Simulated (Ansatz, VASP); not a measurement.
# Cross-check of GaP between VASP and Ansatz, part 2 of 2

Aim: how closely do two programs agree when they are given the same cell, functional and k mesh? The structure shown comes from an earlier Ansatz run, which isn't shown and may have moved the atoms alone.

VASP 6.6.1 and Ansatz 0.2.0.

So far: The starting structure; Ansatz: elastic constants, LDA.

**3. VASP: elastic constants, LDA**

Level of this step: LDA; plane waves and PAW (Ga_d, P) (VASP).

The same cell, functional (in two slightly different forms), mesh and smearing now go to VASP, with its own data sets.

Lines of VASP's logs that name or quote its potential files are left out, and so is its time.

INCAR reads:

```
SYSTEM = GaP
PREC = Accurate
ENCUT = 500
EDIFF = 1E-08
NELM = 120
ISMEAR = 0
SIGMA = 0.02
LREAL = .FALSE.
ALGO = Normal
GGA = CA
NBANDS = 15
LORBIT = 11
LWAVE = .FALSE.
LCHARG = .FALSE.
ISIF = 3
IBRION = 6
NFREE = 2
POTIM = 0.015
NSW = 1
LASPH = .TRUE.
GGA_COMPAT = .FALSE.
EFERMI = MIDGAP
KPAR = 2
```

POSCAR reads:

```
GaP
1.0
    0.0000000000      2.7657195736      2.7657195736
    2.7657195736      0.0000000000      2.7657195736
    2.7657195736      2.7657195736      0.0000000000
Ga P
1 1
Direct
    0.0000000000      0.0000000000      0.0000000000
    0.2500000000      0.2500000000      0.2500000000
```

KPOINTS reads:

```
Automatic mesh
0
Gamma
2 2 2
0 0 0
```

PAW data sets: Ga_d and P (LDA family, release 64).

Run with:

```bash
mpirun -np 2 vasp_std
```

Numbers of over 12 decimals in the logs are rounded to 6 here.

What it wrote:

```text
[banner, memory and clock lines left out]
running    2 mpi-ranks, on    1 nodes
 distrk:  each k-point on    1 cores,    2 groups
 distr:  one band on    1 cores,    1 groups

 POSCAR found type information on POSCAR GaP
 POSCAR found :  2 types and       2 ions
 LDA part: xc-table for (Slater(with rela. corr.)+CA(PZ))
 , standard interpolation
 POSCAR, INCAR and KPOINTS ok, starting setup
 FFT: planning ... GRIDC
 FFT: planning ... GRID_SOFT
 FFT: planning ... GRID
 WAVECAR not read
 entering main loop
       N       E                     dE             d eps       ncg     rms          rms(c)
DAV:   1     0.816102300408E+02    0.81610E+02   -0.85739E+03    90   0.165E+03
DAV:   2    -0.253436048512E+01   -0.84145E+02   -0.78769E+02   104   0.317E+02
DAV:   3    -0.869590375158E+01   -0.61615E+01   -0.61426E+01   118   0.690E+01
DAV:   4    -0.877577823252E+01   -0.79874E-01   -0.79852E-01   111   0.850E+00
DAV:   5    -0.877751926469E+01   -0.17410E-02   -0.17410E-02   104   0.113E+00    0.463E+00
DAV:   6    -0.822918073913E+01    0.54834E+00   -0.80913E-01   135   0.132E+01    0.317E+00
DAV:   7    -0.814519601863E+01    0.83985E-01   -0.18491E-01   118   0.253E+00    0.141E+00
DAV:   8    -0.813575066583E+01    0.94454E-02   -0.24592E-02   104   0.170E+00    0.222E-01
DAV:   9    -0.813596130807E+01   -0.21064E-03   -0.25691E-03   134   0.778E-01    0.868E-02
DAV:  10    -0.813601126773E+01   -0.49960E-04   -0.14436E-04   105   0.106E-01    0.385E-02
DAV:  11    -0.813604631583E+01   -0.35048E-04   -0.31070E-05   127   0.862E-02    0.116E-02
DAV:  12    -0.813604542798E+01    0.88785E-06   -0.30968E-06   126   0.166E-02    0.777E-03
DAV:  13    -0.813604537723E+01    0.50753E-07   -0.67354E-07   112   0.598E-03    0.266E-03
DAV:  14    -0.813604537657E+01    0.65938E-09   -0.12124E-08   132   0.115E-03
   1 F= -.81360454E+01 E0= -.81360454E+01  d E =0.000000E+00
[... from here on, the cycles between the ionic steps are left out ...]
   2 F= -.81324402E+01 E0= -.81324402E+01  d E =0.000000E+00
   3 F= -.81314311E+01 E0= -.81314311E+01  d E =0.000000E+00
   9 F= -.81336254E+01 E0= -.81336254E+01  d E =0.000000E+00
  10 F= -.81336255E+01 E0= -.81336255E+01  d E =0.000000E+00
  11 F= -.81336254E+01 E0= -.81336254E+01  d E =0.000000E+00
  12 F= -.81336255E+01 E0= -.81336255E+01  d E =0.000000E+00
  13 F= -.81336254E+01 E0= -.81336254E+01  d E =0.000000E+00
  14 F= -.81349684E+01 E0= -.81349684E+01  d E =0.000000E+00
  15 F= -.81349684E+01 E0= -.81349684E+01  d E =0.000000E+00
  16 F= -.81349736E+01 E0= -.81349736E+01  d E =0.000000E+00
 Finite differences progress:
  Degree of freedom:   8/  8
  Displacement:        1/  2
  Total:              15/ 16
 bond charge predicted
       N       E                     dE             d eps       ncg     rms          rms(c)
DAV:   1    -0.813338509128E+01    0.15885E-02   -0.37328E-01   164   0.250E+00    0.220E-01
DAV:   2    -0.813521847348E+01   -0.18334E-02   -0.24592E-02   221   0.994E-01    0.107E-01
DAV:   3    -0.813498076115E+01    0.23771E-03   -0.56411E-04   164   0.215E-01    0.374E-02
DAV:   4    -0.813497681430E+01    0.39468E-05   -0.10829E-04   221   0.786E-02    0.164E-02
DAV:   5    -0.813497353118E+01    0.32831E-05   -0.10960E-05   171   0.243E-02    0.611E-03
DAV:   6    -0.813497361961E+01   -0.88431E-07   -0.14975E-06   228   0.810E-03    0.152E-03
DAV:   7    -0.813497362593E+01   -0.63264E-08   -0.90829E-08   172   0.301E-03
  17 F= -.81349736E+01 E0= -.81349736E+01  d E =0.000000E+00
 Finite differences progress:
  Degree of freedom:   8/  8
  Displacement:        2/  2
  Total:              16/ 16
```

OUTCAR, selected parts (step 3):

```text
ion  position               nearest neighbor table
   1  0.000  0.000  0.000-   2 2.40   2 2.40   2 2.40   2 2.40
   2  0.250  0.250  0.250-   1 2.40   1 2.40   1 2.40   1 2.40

  LATTYP: Found a face centered cubic cell.
 ALAT       =     5.5314391472

 Subroutine GETGRP returns: Found 24 space group operations
 (whereof 24 operations were pure point group operations)

The static configuration has the point symmetry T_d .

 Found      3 irreducible k-points:

   k-points           NKPTS =      3   k-points in BZ     NKDIM =      3   number of bands    NBANDS=     15

   dimension x,y,z NGX =    30 NGY =   30 NGZ =   30
   dimension x,y,z NGXF=    60 NGYF=   60 NGZF=   60

   ENCUT  =  500.0 eV  36.75 Ry    6.06 a.u.   7.13  7.13  7.13*2*pi/ulx,y,z

   NELECT =      18.0000    total number of electrons

 k-points in reciprocal lattice and weights: Automatic mesh
   0.00000000  0.00000000  0.00000000       0.125
   0.50000000  0.00000000  0.00000000       0.500
   0.50000000  0.50000000  0.00000000       0.375

 average (electrostatic) potential at core
       1 -67.0092       2 -84.2044

 E-fermi :   5.0416

 k-point     1 :       0.0000    0.0000    0.0000
  band No.  band energies     occupation
    ...
      5     -10.5332      2.00000
      6      -7.8333      2.00000
      7       4.3937      2.00000
      8       4.4414      2.00000
      9       4.4871      2.00000
     10       5.5962      0.00000
     11       7.9391      0.00000
     12       7.9662      0.00000
     13       7.9958      0.00000
     14      12.4231      0.00000
    ...

 k-point     2 :       0.5000    0.0000    0.0000
  band No.  band energies     occupation
    ...
      5     -10.5254      2.00000
      6      -5.8190      2.00000
      7      -2.2627      2.00000
      8       3.2917      2.00000
      9       3.3562      2.00000
     10       5.6354      0.00000
     11       8.7805      0.00000
     12       8.8729      0.00000
     13      12.1422      0.00000
     14      14.6341      0.00000
    ...

 k-point     3 :       0.5000    0.5000    0.0000
  band No.  band energies     occupation
    ...
      5     -10.5152      2.00000
      6      -4.9114      2.00000
      7      -2.4291      2.00000
      8       1.7698      2.00000
      9       1.7700      2.00000
     10       5.7193      0.00000
     11       5.9181      0.00000
     12      14.4003      0.00000
     13      14.4008      0.00000
     14      14.9725      0.00000
    ...

  Total        0.0327287      0.0339786      0.0339786     -0.0000000      0.0749527      0.0000000
  in kB        1.2393249      1.2866526      1.2866526     -0.0000000      2.8382032      0.0000000
  external PRESSURE =       1.2708767 kB  Pullay stress =       0.0000000 kB

  energy-cutoff  :      500.00
  volume of cell :       42.31
      direct lattice vectors                 reciprocal lattice vectors
     0.000000000  2.765719574  2.765719574    -0.180784778  0.180784778  0.180784778
     2.765719574  0.000000000  2.765719574     0.180784778 -0.180784778  0.180784778
     2.765719574  2.765719574  0.000000000     0.180784778  0.180784778 -0.180784778

 POSITION                                       TOTAL-FORCE (eV/Angst)
 -----------------------------------------------------------------------------------
      0.00000      0.00000      0.00000        -0.142839      0.000000      0.000000
      1.36786      1.38286      1.38286         0.142839     -0.000000     -0.000000
 -----------------------------------------------------------------------------------
    total drift:                               -0.000028      0.000000      0.000000

  FREE ENERGIE OF THE ION-ELECTRON SYSTEM (eV)
  ---------------------------------------------------
  free  energy   TOTEN  =        -8.1349736259 eV

  energy  without entropy=       -8.1349736259  energy(sigma->0) =       -8.13497363

  SYMMETRIZED ELASTIC MODULI (kBar)
 Direction    XX          YY          ZZ          XY          YZ          ZX
 --------------------------------------------------------------------------------
 XX        1381.9027    520.7713    520.7713      0.0000      0.0000      0.0000
 YY         520.7713   1381.9027    520.7713      0.0000     -0.0000     -0.0000
 ZZ         520.7713    520.7713   1381.9027      0.0000      0.0000     -0.0000
 XY           0.0000      0.0000      0.0000    816.7608     -0.0000      0.0000
 YZ           0.0000     -0.0000      0.0000     -0.0000    816.7608      0.0000
 ZX           0.0000     -0.0000     -0.0000      0.0000      0.0000    816.7608
 --------------------------------------------------------------------------------

 Eigenvectors and eigenvalues of the dynamical matrix
 ----------------------------------------------------

   1 f  =   10.421717 THz    65.481580 2PiTHz  347.631063 cm-1    43.100739 meV
             X         Y         Z           dx          dy          dz
      0.000000  0.000000  0.000000     0.000000    0.555063    0.000000
      1.382860  1.382860  1.382860     0.000000   -0.831808    0.000000

   2 f  =   10.421717 THz    65.481580 2PiTHz  347.631063 cm-1    43.100739 meV
             X         Y         Z           dx          dy          dz
      0.000000  0.000000  0.000000    -0.555063    0.000000    0.000000
      1.382860  1.382860  1.382860     0.831808    0.000000    0.000000

   3 f  =   10.421717 THz    65.481580 2PiTHz  347.631063 cm-1    43.100739 meV
             X         Y         Z           dx          dy          dz
      0.000000  0.000000  0.000000     0.000000    0.000000   -0.555063
      1.382860  1.382860  1.382860     0.000000    0.000000    0.831808

   4 f/i=    0.005636 THz     0.035412 2PiTHz    0.187996 cm-1     0.023308 meV
             X         Y         Z           dx          dy          dz
      0.000000  0.000000  0.000000     0.831808    0.000000    0.000000
      1.382860  1.382860  1.382860     0.555063    0.000000    0.000000

   5 f/i=    0.005636 THz     0.035412 2PiTHz    0.187996 cm-1     0.023308 meV
             X         Y         Z           dx          dy          dz
      0.000000  0.000000  0.000000     0.000000   -0.831808    0.000000
      1.382860  1.382860  1.382860     0.000000   -0.555063    0.000000

   6 f/i=    0.005636 THz     0.035412 2PiTHz    0.187996 cm-1     0.023308 meV
             X         Y         Z           dx          dy          dz
      0.000000  0.000000  0.000000     0.000000    0.000000    0.831808
      1.382860  1.382860  1.382860     0.000000    0.000000    0.555063

 ELASTIC MODULI CONTR FROM IONIC RELAXATION (kBar)
 Direction    XX          YY          ZZ          XY          YZ          ZX
 --------------------------------------------------------------------------------
 XX          -0.0000     -0.0000     -0.0000      0.0000     -0.0000     -0.0000
 YY          -0.0000     -0.0000     -0.0000      0.0000      0.0000     -0.0000
 ZZ          -0.0000     -0.0000     -0.0000     -0.0000      0.0000     -0.0000
 XY           0.0000      0.0000     -0.0000    -99.5100     -0.0000     -0.0000
 YZ          -0.0000      0.0000      0.0000     -0.0000    -99.5100     -0.0000
 ZX          -0.0000     -0.0000     -0.0000     -0.0000     -0.0000    -99.5100
 --------------------------------------------------------------------------------

 TOTAL ELASTIC MODULI (kBar)
 Direction    XX          YY          ZZ          XY          YZ          ZX
 --------------------------------------------------------------------------------
 XX        1381.9027    520.7713    520.7713      0.0000      0.0000     -0.0000
 YY         520.7713   1381.9027    520.7713      0.0000     -0.0000     -0.0000
 ZZ         520.7713    520.7713   1381.9027     -0.0000      0.0000     -0.0000
 XY           0.0000      0.0000     -0.0000    717.2507     -0.0000     -0.0000
 YZ           0.0000     -0.0000      0.0000     -0.0000    717.2507     -0.0000
 ZX          -0.0000     -0.0000     -0.0000     -0.0000     -0.0000    717.2507
 --------------------------------------------------------------------------------

 total charge
# of ion       s       p       d       tot
------------------------------------------
    1        0.768   0.884  10.016  11.669
    2        0.923   1.664   0.000   2.587
--------------------------------------------------
tot          1.691   2.548  10.016  14.256

[... 2 further parts left out ...]
```

CONTCAR:

```
GaP
   1.00000000000000
     0.0000000000000000    2.7657195736000002    2.7657195736000002
     2.7657195736000002    0.0000000000000000    2.7657195736000002
     2.7657195736000002    2.7657195736000002    0.0000000000000000
  Ga              P
     1     1
Direct
     0.0000000000000000    0.0000000000000000    0.0000000000000000
     0.2527117716747536    0.2472882283252464    0.2472882283252464
```

Levels, forces or a CONTCAR printed for this step are those of its last displaced cell, not of the structure at rest.

**4. Differences**

Known differences besides the potentials themselves: the two LDA forms differ slightly; the cutoff is 420 eV in Ansatz and 500 eV in VASP; VASP's log shows a relativistic correction to its local exchange, Ansatz's none; VASP takes each elastic constant from one size of strain, Ansatz from those that its log lists. Total energies have different zeros and are not compared.

The two programs side by side:

```
 quantity  Ansatz   VASP  difference
C11 (GPa)   137.0  138.2     -0.85 %
C22 (GPa)   137.0  138.2     -0.85 %
C33 (GPa)   137.0  138.2     -0.85 %
C12 (GPa)    51.4   52.1     -1.32 %
C13 (GPa)    51.4   52.1     -1.32 %
C23 (GPa)    51.4   52.1     -1.32 %
C44 (GPa)    71.1   71.7     -0.84 %
C55 (GPa)    71.1   71.7     -0.84 %
C66 (GPa)    71.1   71.7     -0.84 %
```

**5. Results**

| Property | Result |
| --- | --- |
| difference in C12 (elastic constants, LDA) | -1.3 % |

The difference in C12 is -1.3 % (elastic constants, LDA), within the 5 % picked in this series as the mark of a large difference. How closely two codes agree says nothing of how well the functional describes the real material.

[Lines on the potential files, build, host, timing and source positions are cut from VASP's logs without a mark.]

[Logs are printed without paths, hosts, clocks, repeated set-up lines and the standing remarks that a program may print on its own settings, such as how far it seeks lower states.]

[Hosts, paths, dates, database ids (printed as entryN), source tags and the programs' standing remarks are cut or masked in the printed files.]
